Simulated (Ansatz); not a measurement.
# NaF: moving Na off its site

NaF, Fm-3m, a = 4.647 Å (as given, not relaxed at this level: -0.5 GPa). Ansatz: PBEsol, PAW, 420 eV, Γ-centred 8×8×8 mesh on 2 atoms, Gaussian smearing 0.05 eV; no spin polarisation.

```xyz
2
Lattice="0.0000 2.3233 2.3233 2.3233 0.0000 2.3233 2.3233 2.3233 0.0000" Properties=species:S:1:pos:R:3 pbc="T T T"
Na    0.0000    0.0000    0.0000
F     2.3233    2.3233    2.3233
```

Atom 1 (Na) moves by x along the unit vector (0.577, 0.577, 0.577), with its periodic images; all else is held. y is the free energy of the cell over the start, F the force along the path summed over the moved atoms. Symmetry makes y even in x.

```tsv
x (Å)	y (meV)	F (eV/Å)
-0.200	?	?
-0.100	10.36	0.21
0.000	0.00	0.00
0.025	0.65	-0.05
0.050	2.59	-0.10
0.075	5.83	-0.16
0.125	16.18	-0.26
0.150	23.30	-0.31
0.175	31.69	-0.36
```

Fit y = c2 x² + c4 x⁴ to the energies of the other rows, give the force constant, and predict energy and force of the missing row.

Least squares on the rows shown. y = 1036.7 x² − 60.353 x⁴. The force constant is 2 c2 = 2.07 eV/Å² (for all images moving together, not for a lone atom). With two atoms in a cubic cell this is the optical mode at Γ without the LO field: ω = 521.5 √(2 c2/μ) = 233 cm⁻¹ for μ = 10.40 u. The force −dy/dx at the missing row is 0.41 eV/Å (computed 0.41). At x = -0.200 the fit asked for gives 41.37 meV. The run gave 41.37 meV, the same to the digits shown.